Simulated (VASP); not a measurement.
# Al2Cu (Fm-3m) in VASP: single point with r2SCAN

Aim: the single point of Al2Cu with r2SCAN.

Program: VASP 6.6.1. These are calculated values, not measurements. Logs are shortened: lines on timing, memory, paths and dates and some standing lists are left out, and cuts for length are marked.

**1. The crystal as given**

Symmetry: Fm-3m, No. 225, cubic system. Conventional cell: a = 5.729 Å, b = 5.729 Å, c = 5.729 Å, α = 90.00°, β = 90.00°, γ = 90.00°. Around Al (site symmetry -43m) lie 4 Cu at 2.48 Å. Cu (site symmetry m-3m) is surrounded by 8 Al at 2.48 Å.

The cell comes from a database or a generator and needn't be the stable form of this composition.

**2. Single point, r2SCAN**

Input file POSCAR:

```
Al2Cu
1.0
   -2.0255537738      2.0255537738      2.8645766915
    2.0255537738     -2.0255537738      2.8645766915
    2.0255537738      2.0255537738     -2.8645766915
Al Cu
2 1
Direct
    0.7500000000      0.2500000000      0.5000000000
    0.2500000000      0.7500000000      0.5000000000
    0.5000000000      0.5000000000      0.0000000000
```

Input file INCAR.step1:

```
SYSTEM = Al2Cu
  ALGO = Normal
  EDIFF = 1E-4
  ENCUT = 520
  GGA = PE
  ISMEAR = -1
  LASPH = .TRUE.
  LCHARG = .FALSE.
  LREAL = .FALSE.
  LWAVE = .TRUE.
  NBANDS = 16
  NELM = 100
  PREC = Accurate
  SIGMA = 0.05
```

Input file INCAR.step2:

```
SYSTEM = Al2Cu
  ALGO = Normal
  EDIFF = 1E-7
  ENCUT = 520
  ISIF = 2
  ISMEAR = -1
  ISTART = 1
  LASPH = .TRUE.
  LCHARG = .TRUE.
  LELF = .TRUE.
  LMIXTAU = .TRUE.
  LREAL = .FALSE.
  LVHAR = .TRUE.
  LWAVE = .FALSE.
  METAGGA = R2SCAN
  NBANDS = 16
  NELM = 100
  PREC = Accurate
  SIGMA = 0.05
```

Input file KPOINTS:

```
k-points
0
G
  13 13 13
  0 0 0
```

Potentials or basis: VASP PAW PBE potentials, release 64 (Al, Cu).

On the command line:

```
cat potpaw_PBE.64/Al/POTCAR potpaw_PBE.64/Cu/POTCAR > POTCAR
cp INCAR.step1 INCAR
mpirun -np 1 vasp_std > vasp.out
cp INCAR.step2 INCAR
mpirun -np 1 vasp_std > vasp.out
```

OUTCAR:

```text
SYSTEM = Al2Cu
   EDIFF = 1E-7
   ENCUT = 520
   ISIF = 2
   ISMEAR = -1
   ISTART = 1
   LASPH = .TRUE.
   LREAL = .FALSE.
   METAGGA = R2SCAN
   NELM = 100
   PREC = Accurate

 ion  position               nearest neighbor table
   1  0.750  0.250  0.500-   3 2.48   3 2.48   3 2.48   3 2.48   2 2.86   2 2.86   2 2.86   2 2.86
                             2 2.86   2 2.86
   2  0.250  0.750  0.500-   3 2.48   3 2.48   3 2.48   3 2.48   1 2.86   1 2.86   1 2.86   1 2.86
                             1 2.86   1 2.86
   3  0.500  0.500  0.000-   2 2.48   1 2.48   2 2.48   1 2.48   1 2.48   2 2.48   1 2.48   2 2.48

  LATTYP: Found a face centered cubic cell.
 ALAT       =     5.7291423097

  Lattice vectors:

 A1 = (   2.0255537738,  -2.0255537738,  -2.8645766915)
 A2 = (   2.0255537738,   2.0255537738,  -2.8645766915)
 A3 = (   4.0511075476,   0.0000000000,   0.0000000000)

Analysis of symmetry for initial positions (statically):
=====================================================================
 Subroutine PRICEL returns:
 Original cell was already a primitive cell.

 Routine SETGRP: Setting up the symmetry group for a
 face centered cubic supercell.

 Subroutine GETGRP returns: Found 48 space group operations
 (whereof 48 operations were pure point group operations)
 out of a pool of 48 trial point group operations.

The static configuration has the point symmetry O_h .

Analysis of symmetry for dynamics (positions and initial velocities):
=====================================================================
 Subroutine PRICEL returns:
 Original cell was already a primitive cell.

 Routine SETGRP: Setting up the symmetry group for a
 face centered cubic supercell.

 Subroutine GETGRP returns: Found 48 space group operations
 (whereof 48 operations were pure point group operations)
 out of a pool of 48 trial point group operations.

The dynamic configuration has the point symmetry O_h .

 Subroutine INISYM returns: Found 48 space group operations
 (whereof 48 operations are pure point group operations),
 and found     1 'primitive' translations

----------------------------------------------------------------------------------------

                                     Primitive cell

  volume of cell :      47.0119

  direct lattice vectors                    reciprocal lattice vectors
    -2.025553774  2.025553774  2.864576691     0.000000000  0.246846076  0.174545859
     2.025553774 -2.025553774  2.864576691     0.246846076  0.000000000  0.174545859
     2.025553774  2.025553774 -2.864576691     0.246846076  0.246846076  0.000000000

  length of vectors
     4.051115378  4.051115378  4.051115378     0.302323076  0.302323076  0.349093068

  position of ions in fractional coordinates (direct lattice)
     0.750000000  0.250000000  0.500000000
     0.250000000  0.750000000  0.500000000
     0.500000000  0.500000000  0.000000000

  ion indices of the primitive-cell ions
   primitive index   ion index
                 1           1
                 2           2
                 3           3

----------------------------------------------------------------------------------------

 KPOINTS: k-points

Automatic generation of k-mesh.
 Grid dimensions read from file:
 generate k-points for:   13   13   13

 Generating k-lattice:

  Cartesian coordinates                     Fractional coordinates (reciprocal lattice)
     0.000000000  0.018988160  0.013426605     0.076923077  0.000000000  0.000000000
     0.018988160  0.000000000  0.013426605     0.000000000  0.076923077  0.000000000
     0.018988160  0.018988160  0.000000000     0.000000000  0.000000000  0.076923077

  Length of vectors
     0.023255621  0.023255621  0.026853313

  Shift w.r.t. Gamma in fractional coordinates (k-lattice)
     0.000000000  0.000000000  0.000000000

 Subroutine IBZKPT returns following result:
 ===========================================

 Found     84 irreducible k-points:

 Following reciprocal coordinates:
            Coordinates               Weight
  0.000000  0.000000  0.000000      1.000000
  0.076923 -0.000000  0.000000      8.000000
  0.153846  0.000000 -0.000000      8.000000
  0.230769  0.000000  0.000000      8.000000
  0.307692  0.000000 -0.000000      8.000000
  0.384615  0.000000  0.000000      8.000000
[... 16 lines left out ...]
  0.384615  0.153846  0.000000     24.000000
  0.461538  0.153846  0.000000     24.000000
 [... further k-points ...]
   k-points           NKPTS =     84   k-points in BZ     NKDIM =     84   number of bands    NBANDS=     16
   number of dos      NEDOS =    301   number of ions     NIONS =      3
   total plane-waves  NPLWV =  27000
   dimension x,y,z NGX =    30 NGY =   30 NGZ =   30
   dimension x,y,z NGXF=    60 NGYF=   60 NGZF=   60
   ions per type =               2   1
   NGX,Y,Z   is equivalent  to a cutoff of  12.31, 12.31, 12.31 a.u.
   NGXF,Y,Z  is equivalent  to a cutoff of  24.62, 24.62, 24.62 a.u.
 SYSTEM =  Al2Cu
   PREC   = accura    normal or accurate (medium, high low for compatibility)
   ISTART =      1    job   : 0-new  1-cont  2-samecut
   ICHARG =      0    charge: 1-file 2-atom 10-const
   ISPIN  =      1    spin polarized calculation?
   LNONCOLLINEAR =      F non collinear calculations
   LSORBIT =      F    spin-orbit coupling
   LASPH  =      T    aspherical Exc in radial PAW
   ENCUT  =  520.0 eV  38.22 Ry    6.18 a.u.   7.53  7.53  7.53*2*pi/ulx,y,z
   NELM   =    100;   NELMIN=  2; NELMDL=  0     # of ELM steps
   EDIFF  = 0.1E-06   stopping-criterion for ELM
   LREAL  =      F    real-space projection
   EDIFFG = 0.1E-05   stopping-criterion for IOM
   NSW    =      0    number of steps for IOM
   IBRION =     -1    ionic relax: 0-MD 1-quasi-New 2-CG
   NFREE  =      0    steps in history (QN), initial steepest desc. (CG)
   ISIF   =      2    stress and relaxation
   ISYM   =      2    0-nonsym 1-usesym 2-fastsym
   POTIM  = 0.5000    time-step for ionic-motion
   TEBEG  =    0.0;   TEEND  =   0.0 temperature during run
   PSTRESS=    0.0 pullay stress
   NELECT =      17.0000    total number of electrons
   NUPDOWN=      -1.0000    fix difference up-down
   EMIN   =  10.00;   EMAX   =-10.00  energy-range for DOS
   EFERMI =   0.00;   METHOD = LEGACY
   ISMEAR =    -1;   SIGMA  =   0.05  broadening in eV -4-tet -1-fermi 0-gaus
   EFERMI_NEDOS =   21; number of points for ismear=-14 and -15
   IALGO  =     38    algorithm
   IMIX   =      4    mixing-type and parameters
     AMIX     =   0.40;   BMIX     =  1.00
     AMIX_MAG =   1.60;   BMIX_MAG =  1.00
  volume/ion in A,a.u.               =      15.67       105.75
  Fermi-wavevector in a.u.,A,eV,Ry     =   1.166331  2.204046 18.508385  1.360328
  Thomas-Fermi vector in A             =   2.302845
   LORBIT       =      0    0 simple, 1 ext, 2 COOP (PROOUT), +10 PAW based schemes
   METAGGA = R2SCAN    functional components
   LHFCALC =     F    Hartree Fock is set to
   AEXX    =    0.0000 exact exchange contribution
   IVDW    =     0    specifies the selected vdW correction
   LEPSILON=     F    determine dielectric tensor
   LRPA    =     F    only Hartree local field effects (RPA)
 non-spin polarized calculation
  energy-cutoff  :      520.00
  volume of cell :       47.01
 maximum number of plane-waves:      1290
 NGX is ok and might be reduce to    30
   NGX = 15   NGY = 15   NGZ = 15

 number of electron      17.0000006 magnetization

 Free energy of the ion-electron system (eV)
  ---------------------------------------------------
  ext. energy  EPLUGINS =         0.00000000
  ---------------------------------------------------
  free energy    TOTEN  =       -24.91815307 eV

  energy without entropy =      -24.91175172  energy(sigma->0) =      -24.91495239

 E-fermi :   7.0632     XC(G=0): -11.2393

 val. band max:        7.0368000459   @ k =   0.4615   0.0769   0.0000
 cond. band min:       7.1152755948   @ k =   0.3077   0.2308   0.0000
 fundamental gap:      0.0784755489
 Fermi energy:         7.0631616942

 k-point     1 :       0.0000    0.0000    0.0000
  band No.  band energies     occupation
      1      -3.7386      2.00000
      2       2.3121      2.00000
      3       2.3122      2.00000
      4       2.3123      2.00000
      5       2.8819      2.00000
      6       2.8820      2.00000
[... 8 lines left out ...]
     15      14.6870      0.00000
     16      14.6870      0.00000

 k-point     2 :       0.0769   -0.0000    0.0000
  band No.  band energies     occupation
      1      -3.6540      2.00000
      2       2.2855      2.00000
      3       2.3255      2.00000
      4       2.3257      2.00000
      5       2.8785      2.00000
      6       2.8785      2.00000
[... 8 lines left out ...]
     15      13.6843      0.00000
     16      14.4960      0.00000

 k-point     3 :       0.1538    0.0000   -0.0000
  band No.  band energies     occupation
      1      -3.4014      2.00000
      2       2.2029      2.00000
      3       2.3611      2.00000
      4       2.3613      2.00000
      5       2.8722      2.00000
      6       2.8723      2.00000
[... 8 lines left out ...]
     15      13.7904      0.00000
     16      14.3278      0.00000

 k-point     4 :       0.2308    0.0000    0.0000
  band No.  band energies     occupation
      1      -2.9846      2.00000
      2       2.0475      2.00000
      3       2.4049      2.00000
      4       2.4050      2.00000
      5       2.8740      2.00000
      6       2.8741      2.00000
[... 8 lines left out ...]
     15      13.4912      0.00000
     16      15.4125      0.00000

 k-point     5 :       0.3077    0.0000   -0.0000
  band No.  band energies     occupation
      1      -2.4125      2.00000
      2       1.7511      2.00000
      3       2.4390      2.00000
      4       2.4392      2.00000
      5       2.8944      2.00000
      6       2.8945      2.00000
[... 8 lines left out ...]
     15      14.5638      0.00000
     16      16.6435      0.00000

 k-point     6 :       0.3846    0.0000    0.0000
  band No.  band energies     occupation
      1      -1.7072      2.00000
      2       1.1753      2.00000
      3       2.4552      2.00000
      4       2.4554      2.00000
      5       2.9292      2.00000
      6       2.9293      2.00000
[... 8 lines left out ...]
     15      15.8477      0.00000
     16      17.9515      0.00000
[... 267 lines left out ...]
 k-point    21 :       0.2308    0.1538    0.0000
  band No.  band energies     occupation
      1      -2.3262      2.00000
      2       1.8767      2.00000
      3       2.3823      2.00000
      4       2.5067      2.00000
      5       2.8018      2.00000
      6       2.9500      2.00000
[... 8 lines left out ...]
     15      15.2857      0.00000
     16      17.9374      0.00000

 k-point    22 :       0.3077    0.1538   -0.0000
  band No.  band energies     occupation
      1      -1.6643      2.00000
      2       1.5116      2.00000
      3       2.3745      2.00000
      4       2.5395      2.00000
      5       2.8327      2.00000
      6       2.9632      2.00000
[... 8 lines left out ...]
     15      15.2243      0.00000
     16      18.3014      0.00000

 k-point    23 :       0.3846    0.1538    0.0000
  band No.  band energies     occupation
      1      -0.9103      2.00000
      2       0.8518      2.00000
      3       2.3742      2.00000
      4       2.5436      2.00000
      5       2.8937      2.00000
      6       2.9128      2.00000
[... 8 lines left out ...]
     15      16.4196      0.00000
     16      17.0817      0.00000

 k-point    24 :       0.4615    0.1538    0.0000
  band No.  band energies     occupation
      1      -0.5087      2.00000
      2       0.4493      2.00000
      3       2.3894      2.00000
      4       2.5359      2.00000
      5       2.8873      2.00000
      6       2.9491      2.00000
[... 8 lines left out ...]
     15      16.9062      0.00000
     16      18.1455      0.00000

 [... further k-points ...]

------------------------ aborting loop because EDIFF is reached ----------------------------------------

  FORCE on cell =-STRESS in cart. coord.  units (eV):
  Direction    XX          YY          ZZ          XY          YZ          ZX
  --------------------------------------------------------------------------------------
  -------------------------------------------------------------------------------------
  Total        0.0557325      0.0557325      0.0557330     -0.0000000      0.0000000     -0.0000000
  in kB        1.8993783      1.8993783      1.8993929     -0.0000000      0.0000000     -0.0000000
  external PRESSURE =       1.8993832 kB  Pullay stress =       0.0000000 kB

 VOLUME and BASIS-vectors are now :
 -----------------------------------------------------------------------------
  energy-cutoff  :      520.00
  volume of cell :       47.01
      direct lattice vectors                 reciprocal lattice vectors
    -2.025553774  2.025553774  2.864576691     0.000000000  0.246846076  0.174545859
     2.025553774 -2.025553774  2.864576691     0.246846076  0.000000000  0.174545859
     2.025553774  2.025553774 -2.864576691     0.246846076  0.246846076  0.000000000

 POSITION                                       TOTAL-FORCE (eV/Angst)
 -----------------------------------------------------------------------------------
      0.00000      2.02555      1.43229        -0.000000      0.000000     -0.000000
      2.02555      0.00000      1.43229         0.000000     -0.000000      0.000000
      0.00000      0.00000      2.86458         0.000000      0.000000      0.000000
 -----------------------------------------------------------------------------------
    total drift:                                0.000000     -0.000000      0.000000

  FREE ENERGIE OF THE ION-ELECTRON SYSTEM (eV)
  ---------------------------------------------------
  free  energy   TOTEN  =       -24.9181530693 eV

  energy  without entropy=      -24.9117517204  energy(sigma->0) =      -24.91495239
```

Run time: 2.3 min. Hardware: 1 thread of Intel Xeon 6975P-C (Granite Rapids), shared host; peak memory 0.21 GiB.

Results:

```
Free energy            : -24.9182 eV
Pressure               : 0.2 GPa
Band gap on the k mesh : none (metal or under the smearing width)
```

Caveat: the PAW data sets were made with another functional, which shifts forces and pressure a little.
